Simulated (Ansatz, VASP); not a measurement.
**NiTe2 (Melonite): VASP beside Ansatz**

Wanted: the spread between two codes on one cell, functional and k mesh. The structure shown comes from an earlier Ansatz run, which isn't shown and may have moved the atoms alone.

Method: plane waves, with VASP 6.6.1 beside it; elastic constants at LDA, in Ansatz 0.2.0.

### 1. Set-up

The structure is trigonal, space group P-3m1 (No. 164). Conventional cell: a = 3.807 Å, b = 3.807 Å, c = 5.077 Å, α = 90.00°, β = 90.00°, γ = 120.00°. Ni has 6 Te at 2.54 Å nearest. Nearest to Te lie 3 Ni at 2.54 Å. Farther neighbours and most contacts between anions are not listed.

As a file:

```cif
data_structure
_symmetry_space_group_name_H-M 'P 1'
_symmetry_Int_Tables_number 1
_cell_length_a 3.8070
_cell_length_b 3.8070
_cell_length_c 5.0770
_cell_angle_alpha 90.000
_cell_angle_beta 90.000
_cell_angle_gamma 120.000
_cell_volume 63.72
loop_
_atom_site_label
_atom_site_type_symbol
_atom_site_fract_x
_atom_site_fract_y
_atom_site_fract_z
_atom_site_occupancy
Ni1 Ni 0.00000 0.00000 0.00000 1
Te2 Te 0.33333 0.66667 0.25214 1
Te3 Te 0.66667 0.33333 0.74786 1
```

### 2. Ansatz: elastic constants, LDA

Ansatz runs on its default PAW (the set named soft_2) files.

Elastic constants are differences of stresses under small strains, so they test the stress and the mesh.

The input, input.yaml:

```yaml
crystal:
  lattice:
    - [3.8069758978, 0.0, 0.0]
    - [-1.9034879489, 3.2969378391, 0.0]
    - [0.0, 0.0, 5.0770199649]
  atoms:
    - { symbol: Ni, position: [0.0, 0.0, 0.0] }
    - { symbol: Te, position: [0.3333333333, 0.6666666667, 0.2521409677] }
    - { symbol: Te, position: [0.6666666667, 0.3333333333, 0.7478590323] }
kpoints:
  mp_grid: { grid: [9, 9, 6] }
hamiltonian:
  xc: lda
scf:
  occupations: { method: gaussian, width: 0.05 }
output:
  forces: true
  stress: true
  eigenvalues: true
elastic:
  mode: relaxed_ion
  stencil: two_point
  amplitude: 0.002
```

Launch:

```console
$ ansatz run input.yaml --threads 8 --pin off --max-ram 16384MiB --backend cpu --events-out ev --progress --plain --runs-dir out
```

Numbers of over 12 decimals in the logs are rounded to 6 here.

What it wrote:

```text
Engine: ansatz 0.2.0, x86_64-unknown-linux-gnu
Pseudopotentials: kind: paw
Pseudopotential: Ni, paw, valence charge 18, recommended cutoff 420 eV (normal), Ni.paw.azcp
Pseudopotential: Te, paw, valence charge 16, recommended cutoff 420 eV (normal), Te.paw.azcp
Functional definition: SPW92
  exchange = slater_x
  correlation = pw_c
Crystal: 3 atoms, lattice volume = 63.724 Å³
Basis set: ecut = 420 eV, 1253 PW (Γ)
Bands: 30, of which v1, the nominal top of the filled ones, is band 25 counted from 1 (24 counted from 0)
Symmetry: 12 space group operations
Space group: P-3m1 (ITA 164), of the structure as read, at distance tolerance 4.0e-5 Å
k-points: 62 of 486
Non-local potential: Ni, projectors of the file, l = 0: 3, l = 1: 2, l = 2: 3, l = 3: 1
Non-local potential: Te, projectors of the file, l = 0: 2, l = 1: 2, l = 2: 2, l = 3: 2
PAW form: soft (Blöchl's): semilocal exchange-correlation on the pseudo side does not see the compensation charge
PAW frozen core: Ni, regenerated for the run's functional, and the local potential with it (the file was generated under x = pbe(κ = 0.804, μ = 0.219515), c = pbe(β = 0.066725))
PAW frozen core: Te, regenerated for the run's functional, and the local potential with it (the file was generated under x = pbe(κ = 0.804, μ = 0.219515), c = pbe(β = 0.066725))
PAW one-centre angular grid: Ni, 590 points (default); XC on 64 Gauss nodes
PAW one-centre angular grid: Te, 590 points (default); XC on 64 Gauss nodes
Initial density: superposition of atomic densities (neutral atoms: chi_scale 0, normalization atom), corrected by the library's trained network
Initial wavefunctions: pseudopotential atomic-orbital guess
Functional: x = slater, c = lda
SCF iter   1: F=—  HF=-19428.594474 eV  |F-HF|=—  |Δ(HF+E_count)|=         —  Δρ=1.40e-2  dr2=6.58e-2  ethr=1.77e-3  ⟨swp⟩=6.3  Hψ=7881  notcnv=0
preconditioner: auto → LDOS  [metal: Δε(μ)=0.033 eV  Ē_g=8.523 eV  σ=0.050 eV  W_gap=0.36  n_scr=22 (ndim 8)  ℏωp=21.8 eV  f_vac=0.010  D(μ)=1.74/eV (n_scr^D=8)  β→1.0]
SCF iter   2: F=—  HF=-19428.596204 eV  |F-HF|=—  |Δ(HF+E_count)|=   1.73e-3  Δρ=1.32e-2  dr2=6.01e-2  ethr=1.32e-4  ⟨swp⟩=2.0  Hψ=4169  notcnv=0  defer=49
preconditioner: auto → Kerker (q_TF=auto, 2.620 Å⁻¹)  [metal: Δε(μ)=0.046 eV  Ē_g=8.558 eV  σ=0.050 eV  W_gap=0.47  n_scr=22 (ndim 8)  ℏωp=21.8 eV  f_vac=0.008  D(μ)=1.79/eV (n_scr^D=8)  β→0.5]
SCF iter   3: F=—  HF=-19428.585148 eV  |F-HF|=—  |Δ(HF+E_count)|=   1.11e-2  Δρ=2.93e-3  dr2=4.95e-3  ethr=1.20e-4  ⟨swp⟩=2.0  Hψ=2513  notcnv=0  defer=49
SCF iter   4: F=—  HF=-19428.584787 eV  |F-HF|=—  |Δ(HF+E_count)|=   3.61e-4  Δρ=8.84e-4  dr2=9.44e-4  ethr=9.91e-6  ⟨swp⟩=1.0  Hψ=1811  notcnv=0  defer=49
SCF iter   5: F=—  HF=-19428.584645 eV  |F-HF|=—  |Δ(HF+E_count)|=   1.42e-4  Δρ=1.84e-4  dr2=7.22e-5  ethr=1.89e-6  ⟨swp⟩=1.7  Hψ=1910  notcnv=0  defer=49
SCF iter   6: F=—  HF=-19428.584633 eV  |F-HF|=—  |Δ(HF+E_count)|=   1.22e-5  Δρ=7.40e-5  dr2=3.84e-6  ethr=1.44e-7  ⟨swp⟩=2.0  Hψ=2346  notcnv=0  defer=49
SCF iter   7: F=—  HF=-19428.584631 eV  |F-HF|=—  |Δ(HF+E_count)|=   1.37e-6  Δρ=1.85e-5  dr2=5.66e-7  ethr=7.68e-9  ⟨swp⟩=1.7  Hψ=2052  notcnv=0  defer=49
SCF iter   8: F=—  HF=-19428.584631 eV  |F-HF|=—  |Δ(HF+E_count)|=   1.30e-7  Δρ=7.77e-6  dr2=3.84e-8  ethr=1.13e-9  ⟨swp⟩=2.0  Hψ=2413  notcnv=0  defer=49
SCF iter   9: F=—  HF=-19428.584631 eV  |F-HF|=—  |Δ(HF+E_count)|=   1.20e-8  Δρ=2.38e-6  dr2=4.82e-9  ethr=7.67e-11  ⟨swp⟩=2.3  Hψ=3365  notcnv=0  defer=49
SCF iter  10: F=—  HF=-19428.584631 eV  |F-HF|=—  |Δ(HF+E_count)|=  1.96e-10  Δρ=1.11e-6  dr2=1.01e-9  ethr=9.65e-12  ⟨swp⟩=1.5  Hψ=2011  notcnv=0  defer=49
[...]
SCF 1 converged in 14 iterations: F = -19428.584631 eV  dr2 = 1.77e-14
  greatest PAW one-centre occupation: 1.002 electrons in one spin orbital (limit 2), on the Ni atom at site 0 (counted from 0), in its partial waves of l = 1
relax step   1: F+E_penalty+E_count = -19428.58463134 eV  Δ(F+E_penalty+E_count) = +0.000e0 eV  max|allowed force component| = 7.681e-5 eV/Å  Δτ_max = 0.0000 Å  (14 SCF iters, accepted)
Initial density: handed on by an earlier stage of this run
[...]
SCF 30 converged in 11 iterations: F = -19428.584602 eV  dr2 = 4.19e-18
relax step   3: F+E_penalty+E_count = -19428.58460204 eV  Δ(F+E_penalty+E_count) = -7.683e-9 eV  max|allowed force component| = 3.754e-7 eV/Å  Δτ_max = 0.0000 Å  (11 SCF iters, accepted)
[...]
SCF iter   1: F=—  HF=-19428.584602 eV  |F-HF|=—  |Δ(HF+E_count)|=         —  Δρ=1.07e-10  dr2=7.49e-18  ethr=1.00e-12  ⟨swp⟩=2.6  Hψ=19662  notcnv=0
iter 2 did not close the SCF: its close was put off for the readings that it lacked (scf_convergence_deferred on its scf_iter line)
SCF iter   2: F=-19428.584602 eV  HF=-19428.584602 eV  |F-HF|=0.00e0  |Δ(HF+E_count)|=  7.28e-12  Δρ=4.27e-11  dr2=9.36e-19  ethr=2.00e-16 (applied; sched 1.00e-12)  ⟨swp⟩=2.7  Hψ=8173  notcnv=0
iter 3 did not close the SCF: its close was put off for the readings that it lacked (scf_convergence_deferred on its scf_iter line)
SCF iter   3: F=-19428.584602 eV  HF=-19428.584602 eV  |F-HF|=3.64e-12  |Δ(HF+E_count)|=  3.64e-12  Δρ=2.27e-11  dr2=3.93e-19  ethr=2.00e-16 (applied; sched 1.00e-12)  ⟨swp⟩=1.0  Hψ=4200  notcnv=0
iter 4 did not close the SCF: its close was put off for the readings that it lacked (scf_convergence_deferred on its scf_iter line)
SCF iter   4: F=-19428.584602 eV  HF=-19428.584602 eV  |F-HF|=7.28e-12  |Δ(HF+E_count)|=  3.64e-12  Δρ=6.38e-12  dr2=2.66e-20  ethr=2.00e-16 (applied; sched 1.00e-12)  ⟨swp⟩=1.0  Hψ=4200  notcnv=0
iter 5 did not close the SCF: its close was put off for the readings that it lacked (scf_convergence_deferred on its scf_iter line)
SCF iter   5: F=-19428.584602 eV  HF=-19428.584602 eV  |F-HF|=0.00e0  |Δ(HF+E_count)|=    0.00e0  Δρ=2.22e-12  dr2=2.96e-21  ethr=2.00e-16 (applied; sched 1.00e-12)  ⟨swp⟩=1.0  Hψ=4200  notcnv=0
SCF iter   6: F=-19428.584602 eV  HF=-19428.584602 eV  |F-HF|=7.28e-12  |Δ(HF+E_count)|=  7.28e-12  Δρ=6.29e-13  dr2=6.23e-22  ethr=1.00e-12  ⟨swp⟩=1.0  Hψ=8960  notcnv=0
SCF 31 converged in 6 iterations: F = -19428.584602 eV  dr2 = 6.23e-22
SCF converged after 14 iterations
Free energy (F): -19428.584631 eV
Harris-Foulkes:  -19428.584631 eV  (|F-HF|=3.64e-12)
Internal energy: -19428.582383 eV  (E = F + TS)
E sigma→0 (E₀):  -19428.583507 eV
Entropy (-TS):   -0.002248 eV (-0.749 meV/atom)
Fermi energy:    13.278359 eV
--- Per-component energies (eV) ---
  E_band       = -771.408937
  E_kinetic    = 652.545121
  E_local      = -6766.749911  (includes V_loc(G=0)·N_el)
  E_nonlocal   = 31.618169
  E_hartree    = 3464.747104
  E_xc         = -334.761423
  E_vxc        = -322.468407  (∫ρ·V_xc dr)
  E_paw        = -10586.092578  (= ΣΔE_a)
  E_vpaw       = -1295.848094  (= ΣTr[D̂ρ^β])
  E_aug_tail   = -0.000023  (compensation charges beyond the density's cutoff)
  E_ewald      = -5891.680284
  E_core_change = 1.791443  (= ΣΔE_core)
  E_smearing   = -0.002248  (= −TS)
  E_closure    = 0.000000  (closes the sum)
  Σ components = -19428.584631   (vs F -19428.584631, Δ=0.00e0)
--- Forces (eV/Å), atoms counted from 1 ---
  atom   1  Ni     0.00000000    -0.00000000     0.00000000
  atom   2  Te    -0.00000000    -0.00000000     0.00000001
  atom   3  Te     0.00000000     0.00000000    -0.00000001
  max |Σ_I F_I| component: 7.23e-20 eV/Å
--- Stress (GPa, compression-positive) ---
       -0.000684       0.000000       0.000000
        0.000000      -0.000684      -0.000000
        0.000000       0.000000      -0.010125
  P = ⅓ Tr σ = -0.0038 GPa (-0.038 kbar)
--- Band table (eV; the first three rows and the last of 62) ---
  k-point 0: bands = [... 21 lower, 11.4669, 13.5160, 13.5160, 14.1172, 14.1172, 15.8816, 16.6145, 18.8629, ... 1 higher]
  k-point 1: bands = [... 21 lower, 11.4735, 13.2794, 13.2794, 14.4028, 14.4028, 15.1532, 16.8100, 19.1026, ... 1 higher]
  k-point 2: bands = [... 21 lower, 11.4872, 12.9844, 12.9844, 13.6631, 14.8143, 14.8143, 17.3788, 18.8185, ... 1 higher]
  k-point 61: bands = [... 21 lower, 10.5668, 11.0871, 11.3788, 11.3788, 15.6903, 15.6903, 20.5120, 20.5120, ... 1 higher]
--- Elastic constants: 3 strain directions × 2 members + reference (group order 12) ---
  dense FFT box of the reference and of every strained cell: 27×27×36
  strains applied: 11, 33, 23; error gains: componentwise 1.00 (the most a stress slope's error grows in a printed constant), spectral 1.41 (1 for all six strains in a standard setting)
  reference relaxed by the batch: 3 steps; max|allowed force component| 7.68e-5 eV/Å at the deck's positions, 9.31e-9 at the last accepted step, 6.44e-9 by the solve of record
  largest displacement 7.1e-6 Å; the constants are those of the deck's cell at these positions:
  atoms:
    - { symbol: Ni, position: [0, 0, 0.0] }
    - { symbol: Te, position: [0.333333, 0.666667, 0.252142] }
    - { symbol: Te, position: [0.666667, 0.333333, 0.747858] }
  C = ∂σ_k/∂η_j (tension-positive GPa; Voigt order 11 22 33 23 13 12):
       151.294     55.058     49.985    -19.448     -0.000     -0.000
        55.058    151.294     49.985     19.448     -0.000     -0.000
        49.892     49.892     84.354      0.000     -0.000     -0.000
       -19.417     19.417     -0.000     32.867     -0.000     -0.000
         0.000      0.000      0.000      0.000     32.867    -19.417
         0.000      0.000      0.000     -0.000    -19.448     48.118
  reference stress σ⁰ (GPa):      0.001      0.001      0.010      0.000     -0.000     -0.000
  C* (energy form; C + prestress term) asymmetry max|C*_kj − C*_jk| = 8.430e-2 GPa — a small one proves nothing (zero by symmetry where the batch's group is 432, −43m or m−3m); a large one is finite-difference/SCF noise where every solve meets its electron count
  moduli (Voigt/Reuss/Hill, GPa): K = 77.42/70.84/74.13   G = 38.24/29.08/33.66   E = 87.70   ν = 0.303
  mechanically stable: yes (min eigenvalue of sym C = 19.62 GPa)
  strain η (Voigt 11):  stress-route row diagonal C_11 = 151.29 GPa, energy-path curvature d²(F+E_count+ΔE)/dδ²/Ω₀ = 151.36 GPa
         δ    σ_11 (GPa)             F (eV)   n_scf  n_hpsi   n_pw
    -2.000e-3      -0.3019      -19428.5845069       6   51833   1261   relax 5 steps, max|allowed force component| 1.08e-5 eV/Å
     2.000e-3       0.3033      -19428.5845050       6   52022   1267   relax 3 steps, max|allowed force component| 1.31e-6 eV/Å
  strain η (Voigt 33):  stress-route row diagonal C_33 = 84.35 GPa, energy-path curvature d²(F+E_count+ΔE)/dδ²/Ω₀ = 84.37 GPa
         δ    σ_33 (GPa)             F (eV)   n_scf  n_hpsi   n_pw
    -2.000e-3      -0.1625      -19428.5845754       6   22822   1261   relax 3 steps, max|allowed force component| 1.99e-7 eV/Å
     2.000e-3       0.1750      -19428.5845562       6   22792   1269   relax 3 steps, max|allowed force component| 9.13e-7 eV/Å
  strain η (Voigt 23):  stress-route row diagonal C_44 = 32.87 GPa, energy-path curvature d²(F+E_count+ΔE)/dδ²/Ω₀ = 33.05 GPa
         δ    σ_23 (GPa)             F (eV)   n_scf  n_hpsi   n_pw
    -2.000e-3      -0.0665      -19428.5846016       6   51880   1265   relax 4 steps, max|allowed force component| 3.34e-7 eV/Å
     2.000e-3       0.0650      -19428.5846020       6   51997   1265   relax 3 steps, max|allowed force component| 3.75e-7 eV/Å
```

In the SCF lines HF is the Harris–Foulkes energy and dr2 the Hartree energy of the density residual, in eV; the loop may stop once dr2 is under the threshold and the program's other checks hold. Hψ counts applications of the Hamiltonian.

(Continued in part 2 of 2.)

[Lines on the potential files, build, host, timing and source positions are cut from VASP's logs without a mark.]

[Logs are printed without paths, hosts, clocks, repeated set-up lines and the standing remarks that a program may print on its own settings, such as how far it seeks lower states.]

[Hosts, paths, dates, database ids (printed as entryN), source tags and the programs' standing remarks are cut or masked in the printed files.]
